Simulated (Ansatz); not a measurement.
# Gd (Im-3m): spin–orbit coupling, moments along [001]

All numbers below come from DFT, PBE, all-electron LAPW, Dirac equation with spin-orbit coupling (Ansatz).

Command: `ansatz run input.yaml --threads 3 --pin off --max-ram 6144MiB --backend cpu --events-out ev --progress --plain --runs-dir out`

The folder start holds the state saved by an earlier run of the same cell, from which the iterations begin.

```yaml
crystal:
  lattice:
    - [-2.025, 2.025, 2.025]
    - [2.025, -2.025, 2.025]
    - [2.025, 2.025, -2.025]
  atoms:
    - { symbol: Gd, position: [0.0, 0.0, 0.0], spin: 7.3, spin_axis: [0.0, 0.0, 1.0] }
magnetization:
  noncollinear: true
  spin_orbit: true
kpoints:
  mp_grid: { grid: [9, 9, 9] }
scf:
  occupations: { method: fermi_dirac, width: 0.1 }
  convergence: { dr2_threshold: 1.0e-08 }
  max_iter: 60
hamiltonian:
  xc: pbe
  pseudopotentials: { kind: all_electron, lapw: { basis_error: 0.00025 } }
output:
  eigenvalues: false
  hubbard: { sites: [{ species: Gd, l: f }] }
checkpoint:
  write: state
  compress: false
  write_every: 100000
  read: start
```

The program prints:

```
Warning: checkpoint.read: spin treatment differs: saved collinear, current noncollinear; the saved charge density seeds this run and the saved magnetisation is carried along the axis that this deck's starting moments share; the saved density holds an absolute magnetisation of 7.7e0 μB; saved orbitals and DFT+U occupations are not carried
settings of this run that can trade accuracy for cost: output.eigenvalues: false. Do not mix this run's numbers with those of runs without the same settings; the input reference describes each key
Gd: projections on atomic orbitals take those of the free atom 1s2 2s2 2p6 3s2 3p6 3d10 4s2 4p6 4d10 4f7 5s2 5p6 5d1 6s2, of charge +0.00 (hamiltonian.pseudopotentials.projection_atoms)
LAPW: plane waves up to 7.080 Å⁻¹, error target 2.5e-4 eV per atom; Dirac's equation on spinors; Gd in spheres of 1.754 Å, 34 of its electrons in bands (how accurate: hamiltonian.pseudopotentials.lapw.basis_error, Limitations)
band count auto-derived: 48 (N_el = 34.0; filled up to band 34; 42 by the electrons, moments and atoms)
Engine: ansatz 0.2.0
Pseudopotentials: kind: all_electron
Pseudopotential: Gd, LAPW, valence charge 34, lapw/all_electron/dirac/gaussian/Gd, Dirac's equation, gaussian nucleus
Functional definition: PBE
  parameter kappa = 0.804
  parameter beta = 0.06672455060314922
  exchange = pbe_x(kappa = kappa, mu = beta*pi^2/3)
  correlation = pbe_c(beta = beta)
Crystal: 1 atoms, lattice volume = 33.215 Å³
Basis set: ecut = 190.9547299690513 eV, 201 PW (Γ), exchange–correlation at level 2
Bands: 48, of which v1, the nominal top of the filled ones, is band 34 counted from 1 (33 counted from 0)
Symmetry: 8 space group operations + 8 with time reversal
Magnetic group: BNS 139.537 (UNI 1197), of the structure as read, at distance tolerance 3.2e-5 Å
k-points: 75 of 729 (time reversal used)
Non-local potential: Gd, projectors of the file, none
Initial density: read from a saved state, or passed on in memory by an earlier SCF of this step, an earlier step, the calling program or the single point that the run made first
Starting moments: Σ|m| = 7.3 μB on 1 of 1 site; this step starts from the density that it was given
Initial wavefunctions: plane waves of lowest kinetic energy (no species holds an atomic orbital)
Functional: x = pbe(κ = 0.804, μ = 0.2195149727645171), c = pbe(β = 0.06672455060314922)
iter 1 solved again at ethr=2.72e-7 eV; its pass at ethr=1.00e-1 eV (dr2=9.24e-5 eV) is discarded
SCF iter   1: F=—  HF=-306938.371789 eV  |F-HF|=—  |Δ(HF+E_count)|=         —  Δρ=3.39e-3  dr2=8.08e-5  dr2_m=8.78e-4  ethr=2.72e-7  |M|=7.48e0 ∫|m|=7.48e0 μB  β_m=0.30  ⟨swp⟩=4.5  Hψ=26778  notcnv=0
the basis was enlarged: its passes take 4.3 MiB over the memory plan, 3 of 3 planned eigensolver slots
preconditioner: auto → Kerker (q_TF=auto, 2.739 Å⁻¹)  [metal: Δε(μ)=0.019 eV  Ē_g=12.098 eV  σ=0.100 eV  W_gap=0.05  n_scr=12 (ndim 8)  ℏωp=25.8 eV  f_vac=0.000  D(μ)=2.45/eV (n_scr^D=18)]
spin=Noncollinear: Kerker preconditioning applied to the charge; magnetization (m_x, m_y, m_z) channels mix plain (no charge-response kernel on spin).
SCF iter   2: F=—  HF=-306938.311470 eV  |F-HF|=—  |Δ(HF+E_count)|=   6.03e-2  Δρ=1.29e-3  dr2=3.56e-4  dr2_m=1.28e-4  ethr=2.38e-7  |M|=7.59e0 ∫|m|=7.59e0 μB  β_m=0.35  ⟨swp⟩=3.0  Hψ=12315  notcnv=0
SCF iter   3: F=—  HF=-306938.283985 eV  |F-HF|=—  |Δ(HF+E_count)|=   2.75e-2  Δρ=4.58e-3  dr2=5.34e-4  dr2_m=1.60e-3  ethr=2.38e-7  |M|=7.42e0 ∫|m|=7.42e0 μB  β_m=0.19  ⟨swp⟩=3.0  Hψ=12086  notcnv=0
SCF iter   4: F=—  HF=-306938.262394 eV  |F-HF|=—  |Δ(HF+E_count)|=   2.16e-2  Δρ=2.55e-4  dr2=2.29e-5  dr2_m=1.04e-6  ethr=2.38e-7  |M|=7.54e0 ∫|m|=7.54e0 μB  β_m=0.32  ⟨swp⟩=3.0  Hψ=12361  notcnv=0
SCF iter   5: F=—  HF=-306938.256662 eV  |F-HF|=—  |Δ(HF+E_count)|=   5.73e-3  Δρ=6.31e-4  dr2=7.42e-6  dr2_m=3.04e-5  ethr=6.74e-8  |M|=7.51e0 ∫|m|=7.51e0 μB  β_m=0.42  ⟨swp⟩=3.0  Hψ=11530  notcnv=0
iter 6 solved again at ethr=2.62e-10 eV; its pass at ethr=2.18e-8 eV (dr2=8.91e-8 eV) is discarded
SCF iter   6: F=—  HF=-306938.256507 eV  |F-HF|=—  |Δ(HF+E_count)|=   1.55e-4  Δρ=1.24e-4  dr2=8.91e-8  dr2_m=1.19e-6  ethr=2.62e-10  |M|=7.52e0 ∫|m|=7.52e0 μB  β_m=0.69  ⟨swp⟩=2.2  Hψ=18753  notcnv=0
SCF iter   7: F=—  HF=-306938.256503 eV  |F-HF|=—  |Δ(HF+E_count)|=   3.96e-6  Δρ=8.39e-5  dr2=6.17e-8  dr2_m=5.38e-7  ethr=2.62e-10  |M|=7.52e0 ∫|m|=7.52e0 μB  β_m=0.85  ⟨swp⟩=3.0  Hψ=11278  notcnv=0
SCF iter   8: F=—  HF=-306938.256501 eV  |F-HF|=—  |Δ(HF+E_count)|=   1.24e-6  Δρ=4.00e-5  dr2=1.47e-8  dr2_m=1.22e-7  ethr=1.82e-10  |M|=7.52e0 ∫|m|=7.52e0 μB  β_m=0.92  ⟨swp⟩=3.0  Hψ=11514  notcnv=0
SCF iter   9: F=—  HF=-306938.256500 eV  |F-HF|=—  |Δ(HF+E_count)|=   1.00e-6  Δρ=1.92e-5  dr2=3.99e-9  dr2_m=2.80e-8  ethr=4.32e-11  |M|=7.52e0 ∫|m|=7.52e0 μB  β_m=0.96  ⟨swp⟩=3.0  Hψ=11161  notcnv=0
SCF iter  10: F=—  HF=-306938.256500 eV  |F-HF|=—  |Δ(HF+E_count)|=   8.05e-7  Δρ=6.63e-6  dr2=9.33e-10  dr2_m=3.35e-9  ethr=1.17e-11  |M|=7.52e0 ∫|m|=7.52e0 μB  β_m=0.98  ⟨swp⟩=3.0  Hψ=11380  notcnv=0
iter 11 did not close the SCF: its close was put off for a basis of augmented plane waves that was refined there (scf_convergence_deferred on its scf_iter line)
SCF iter  11: F=-306938.256499 eV  HF=-306938.256499 eV  |F-HF|=2.21e-9  |Δ(HF+E_count)|=   4.93e-8  Δρ=6.08e-7  dr2=6.01e-12  dr2_m=2.83e-11  ethr=9.15e-12 (applied; sched 2.74e-12)  |M|=7.52e0 ∫|m|=7.52e0 μB  β_m=0.93  ⟨swp⟩=2.2  Hψ=11014  notcnv=0
SCF iter  12: F=—  HF=-306938.268370 eV  |F-HF|=—  |Δ(HF+E_count)|=         —  Δρ=7.38e-6  dr2=5.20e-9  dr2_m=4.15e-9  ethr=9.64e-12 (applied; sched 1.00e-12)  |M|=7.52e0 ∫|m|=7.52e0 μB  β_m=0.93  ⟨swp⟩=3.0  Hψ=11442  notcnv=0
the basis was enlarged: its passes take 18.1 MiB over the memory plan, 3 of 3 planned eigensolver slots
SCF iter  13: F=—  HF=-306938.268586 eV  |F-HF|=—  |Δ(HF+E_count)|=   2.16e-4  Δρ=3.55e-4  dr2=1.44e-6  dr2_m=9.59e-6  ethr=1.19e-11 (applied; sched 1.00e-12)  |M|=7.53e0 ∫|m|=7.53e0 μB  β_m=0.97  ⟨swp⟩=4.0  Hψ=13902  notcnv=0
SCF iter  14: F=—  HF=-306938.268711 eV  |F-HF|=—  |Δ(HF+E_count)|=   1.25e-4  Δρ=4.74e-4  dr2=1.30e-5  dr2_m=1.71e-5  ethr=1.21e-11 (applied; sched 1.00e-12)  |M|=7.51e0 ∫|m|=7.51e0 μB  β_m=0.64  ⟨swp⟩=4.4  Hψ=14165  notcnv=0  recentre
SCF iter  15: F=—  HF=-306938.268531 eV  |F-HF|=—  |Δ(HF+E_count)|=   1.80e-4  Δρ=1.28e-4  dr2=1.78e-7  dr2_m=1.26e-6  ethr=1.21e-11 (applied; sched 1.00e-12)  |M|=7.52e0 ∫|m|=7.52e0 μB  β_m=0.82  ⟨swp⟩=4.2  Hψ=14136  notcnv=0
SCF iter  16: F=—  HF=-306938.268526 eV  |F-HF|=—  |Δ(HF+E_count)|=   5.24e-6  Δρ=3.34e-5  dr2=2.88e-8  dr2_m=8.49e-8  ethr=1.12e-11 (applied; sched 1.00e-12)  |M|=7.52e0 ∫|m|=7.52e0 μB  β_m=0.91  ⟨swp⟩=4.0  Hψ=13041  notcnv=0
SCF iter  17: F=—  HF=-306938.268525 eV  |F-HF|=—  |Δ(HF+E_count)|=   4.98e-7  Δρ=5.82e-6  dr2=2.00e-8  dr2_m=1.31e-10  ethr=1.03e-11 (applied; sched 1.00e-12)  |M|=7.52e0 ∫|m|=7.52e0 μB  β_m=0.96  ⟨swp⟩=3.0  Hψ=12250  notcnv=0
SCF iter  18: F=-306938.268525 eV  HF=-306938.268525 eV  |F-HF|=1.34e-9  |Δ(HF+E_count)|=   8.09e-9  Δρ=1.89e-6  dr2=2.17e-9  dr2_m=6.66e-12  ethr=9.76e-12 (applied; sched 1.00e-12)  |M|=7.52e0 ∫|m|=7.52e0 μB  ⟨swp⟩=3.0  Hψ=11408  notcnv=0
SCF 1 converged in 18 iterations: F = -306938.268525 eV  dr2 = 2.17e-9
WARN: this state was not checked for a lower one beside it: the run's test of it (scf.lower_state_search) could not run behind this SCF: none is made under non-collinear spin (noncollinear)
SCF converged after 18 iterations
Magnetization: |M| = 7.5207 μB,  M = (+0.0000, -0.0000, +7.5207) μB
Absolute magnetization: 7.5208 μB (∫|m|)
  site 0: m = (+0.0000, +0.0000, +7.3496) μB, |m| = 7.3496 μB  (R = 1.75 Å)
Free energy (F): -306938.268525 eV
Harris-Foulkes:  -306938.268525 eV  (|F-HF|=1.34e-9)
Internal energy: -306938.187187 eV  (E = F + TS)
E sigma→0 (E₀):  -306938.227856 eV
Entropy (-TS):   -0.081338 eV (-81.338 meV/atom)
Fermi energy:    14.172275 eV
--- Per-component energies (eV) ---
  E_band       = -2793.333771
  E_kinetic    = 334656.513495
  E_xc         = -6814.088448
  E_electrostatic = -634780.612234  (all electrons and nuclei)
  E_smearing   = -0.081338  (= −TS)
  E_closure    = 0.000000  (closes the sum)
  E_atoms      = -306924.092067  (free atoms, spherical and without spin; not in F)
  Σ components = -306938.268525   (vs F -306938.268525, Δ=0.00e0)
  Basis errors (estimates in eV, not in F): energy 5.9e-5 per atom: plane waves 4.9e-5 (2.5e-5 summed), levels above the bands 1.7e-18, relativity 1.8e-8, radial functions 1.1e-5, core shells 5.9e-9; eigenvalues (radial functions only) 2.2e-7; not estimated: angular momenta, meshes, grids; target (lapw.basis_error) 2.5e-4; muffin-tin radii Gd 1.754 Å
--- Occupation matrices: 1 shell (Löwdin-built; ε = 2.00e-2, provisional) ---
  Gd0 f_4F: site group Oh (m-3m)
  Gd0 f_4F spinor Tr n = 7.1056  λ = 0.004 0.006 0.009 0.010 0.019 0.025 0.041 0.998 0.999 0.999 0.999 0.999 0.999 0.999  [7× xz2 0.14 (T2u 0.43) G3/2u(0.56) | 7× x(x2-3y2) 0.14 (T1u 0.43) G3/2u(0.58)]
  Tr n, λ and their labels are of the run-group-symmetrised matrices; stabiliser: 16 of 96 elements of G0×{1,Θ} (closed), max defect 3.6e-15 at τ = 4.2e-3
settings of this run that can trade accuracy for cost: output.eigenvalues: false. Do not mix this run's numbers with those of runs without the same settings; the input reference describes each key
```

Site moments (μB): Gd (0.00, 0.00, 7.35). Cell moment 7.52 μB.

Without U a semilocal functional puts the f levels too near the Fermi level, which can change moments and the order of magnetic states; site and cell moments are spin moments. In at least one run the program's final test of stability wasn't made or came to no verdict. With open f shells a run can end in a state that isn't the lowest. None of this fixes the real material's magnetic order: only patterns that fit the cell were computed, at zero temperature, with a functional that can overstate moments.

It took 88 s on 3 threads of Arm Neoverse V1, on a shared host, peak memory 0.65 GiB.
